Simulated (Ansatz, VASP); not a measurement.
# Two plane-wave programs on Ti

```
CELL_PARAMETERS angstrom
-1.62999 1.62999 1.62999
1.62999 -1.62999 1.62999
1.62999 1.62999 -1.62999
ATOMIC_POSITIONS crystal
Ti 0.00000 0.00000 0.00000
```

Change from the starting cell: volume scaled by 0.98, PAW files.

Alike in both runs: task electric field gradients; functional PBEsol; k mesh 17 × 17 × 17; occupations fermi-dirac, width 0.08 eV; no spin polarisation.

```csv
,VASP,Ansatz
version,VASP 6.6.1,Ansatz 0.2.0
potentials or method,"VASP PAW PBE potentials, release 64 (Ti_sv)","PAW with Ansatz's default frozen-core files, scalar-relativistic"
plane-wave cutoff (eV),520,420
valence electrons in the cell,12,12
```

Ansatz gave:

| Property | Result |
| --- | --- |
| pressure (GPa) | -4.6 |
| Vzz of the field gradient on the site that differs most (V/Å²) | 0.0 |

Estimate VASP's values.

pressure (GPa): -4.8; Vzz of the field gradient on the site that differs most (V/Å²): 0.0.

Caveats: the PAW data sets were made with another functional, which shifts forces and pressure a little (VASP).
